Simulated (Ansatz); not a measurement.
# How far is this Si₄C from the hull?

All numbers below come from DFT PBE, scalar-relativistic, plane waves, PAW (Ansatz 0.2.0). All cells share a 420 eV cutoff and Γ-centred k meshes spaced at most about 0.3 Å⁻¹ (about 0.25 or finer for metals, 2π included). No spin polarisation.

Energies over the elements count from the elements' standard structures at the same level, with no fitted energy shifts.

Temperature and zero-point effects are left out. The reference form of C is held partly by dispersion forces, which this level lacks.

The competitors are the elements and 1 reference phase of this chemical system (from databases or known types: SiC), relaxed at the same level; other known phases may be missing.

The candidate was reached from: Si and C ordered on fcc sites, changed on relaxing.

```cif
data_structure
_symmetry_space_group_name_H-M 'I4/mmm'
_symmetry_Int_Tables_number 139
_cell_length_a 6.5394
_cell_length_b 6.5394
_cell_length_c 2.9117
_cell_angle_alpha 90.000
_cell_angle_beta 90.000
_cell_angle_gamma 90.000
_cell_volume 124.52
loop_
_atom_site_label
_atom_site_type_symbol
_atom_site_symmetry_multiplicity
_atom_site_Wyckoff_symbol
_atom_site_fract_x
_atom_site_fract_y
_atom_site_fract_z
_atom_site_occupancy
Si1 Si 8 j 0.00000 0.26646 0.50000 1
C1 C 2 a 0.00000 0.00000 0.00000 1
```

The lowest competing mixture at this composition:

```json
{"phase": "Si", "space group": "-", "source": "element", "share of atoms": "0.6000", "ΔE_f (eV/atom)": "-0.0007"}
{"phase": "SiC", "space group": "P6_3mc (No. 186)", "source": "Materials Project", "share of atoms": "0.4000", "ΔE_f (eV/atom)": "-0.204"}
```

The lowest database cell of Si (-0.0007) lies slightly below the reference, hence the non-zero entry.

Q: What are the hull's energy here, the candidate's formation energy and its margin?

A: The hull lies at -0.082 eV/atom, the weighted sum of the last column. The candidate has 0.855 eV/atom, which is 0.94 eV/atom above it. The candidate matches no cell in the subsets of the Crystallography Open Database and the Materials Project at hand. A phase this far over the hull is unlikely to be made. It holds Si–Si bonds in all directions (shortest 2.46 Å).
